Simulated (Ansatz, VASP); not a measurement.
## Two plane-wave programs on N

The input INCAR:

```
  PREC = Accurate
  ENCUT = 520
  EDIFF = 1E-7
  ISMEAR = 0
  SIGMA = 0.05
  LREAL = F
  LASPH = T
  NELM = 100
  ALGO = Normal
  ISIF = 2
  LWAVE = F
  LCHARG = T
  GGA = PS
  LELF = T
  LVHAR = T
  NBANDS = 18
```

Contents of KPOINTS:

```
Automatic mesh
0
Gamma
  6 6 4
```

Contents of POSCAR:

```
N
1.0
    4.1672328106      0.0000000000      0.0000000000
   -2.0836164053      3.6089294775      0.0000000000
    0.0000000000      0.0000000000      7.0060035100
N
4
Direct
    0.3333333333      0.6666666667      0.3610453536
    0.3333333333      0.6666666667      0.1710699600
    0.6666666667      0.3333333333      0.8289300400
    0.6666666667      0.3333333333      0.6710699600
```

Input for Ansatz:

```yaml
crystal:
  lattice:
    - [4.1672328106, 0.0, 0.0]
    - [-2.0836164053, 3.6089294775, 0.0]
    - [0.0, 0.0, 7.00600351]
  atoms:
    - { symbol: "N", position: [0.3333333333, 0.6666666667, 0.3610453536] }
    - { symbol: "N", position: [0.3333333333, 0.6666666667, 0.17106996] }
    - { symbol: "N", position: [0.6666666667, 0.3333333333, 0.82893004] }
    - { symbol: "N", position: [0.6666666667, 0.3333333333, 0.67106996] }
basis:
  ecutwfc: 420
kpoints:
  mp_grid: { grid: [6, 6, 4] }
hamiltonian:
  xc: pbesol
scf:
  occupations: { method: gaussian, width: 0.05 }
output:
  forces: true
  stress: true
  eigenvalues: true
```

Alike in both runs: task single point; functional PBEsol; k mesh 6 × 6 × 4; occupations gaussian, width 0.05 eV; no spin polarisation.

|  | VASP | Ansatz |
| --- | --- | --- |
| version | VASP 6.6.1 | Ansatz 0.2.0 |
| potentials or method | VASP PAW PBE potentials, release 64 (N) | scalar-relativistic, plane waves, PAW |
| plane-wave cutoff (eV) | 520 | 420 |
| valence electrons in the cell | 20 | 20 |

```csv
,VASP,Ansatz,Ansatz less VASP
gap on the k mesh at the Fermi level (eV),5.24,5.27,+0.035
least direct gap on the mesh (eV),5.44,5.47,+0.027
pressure (GPa),-9.4,-10.4,-0.98
largest component of the traceless stress (GPa),19.02,21.22,+2.206
rms of the force components (eV/Å),6.083,6.172,+0.0894
```

Atom by atom the forces differ by 0.711 eV/Å (rms over components). With one functional, cell and mesh, what is left measures potentials, basis and numerics.

Caveats: the standard files for N, O and F lose accuracy on very short bonds; the PAW data sets were made with another functional, which shifts forces and pressure a little (VASP). A k mesh can miss the band edges.
